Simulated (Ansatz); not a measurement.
CdS (Hawleyite):

```
Cd S
1.0
     0.00000    2.91650    2.91650
     2.91650    0.00000    2.91650
     2.91650    2.91650    0.00000
Cd S
1 1
Direct
  0.00000 0.00000 0.00000
  0.75000 0.75000 0.75000
```

Base run:

| Property | Result |
| --- | --- |
| Program | Ansatz 0.2.0 |
| Functional | PBEsol |
| Potentials or basis | all-electron LAPW, non-relativistic |
| Cutoff | 247 eV (chosen from the basis error) |
| Basis error allowed | 0.001 eV/atom |
| k mesh | 8 × 8 × 8 |
| Occupations | fermi-dirac, width 0.05 eV |
| Spin | no spin polarisation |

Its results: band gap on the k mesh 1.48 eV, direct; pressure 2.0 GPa.

The run is repeated on the same cell with these changes: potentials or basis from all-electron LAPW, non-relativistic to all-electron LAPW, inner shells corrected to Dirac's equation. What comes out?

Band gap on the k mesh 1.00 eV, direct; pressure -0.2 GPa.

Caveats: relativity is left out, which matters for the heavier elements (some runs).
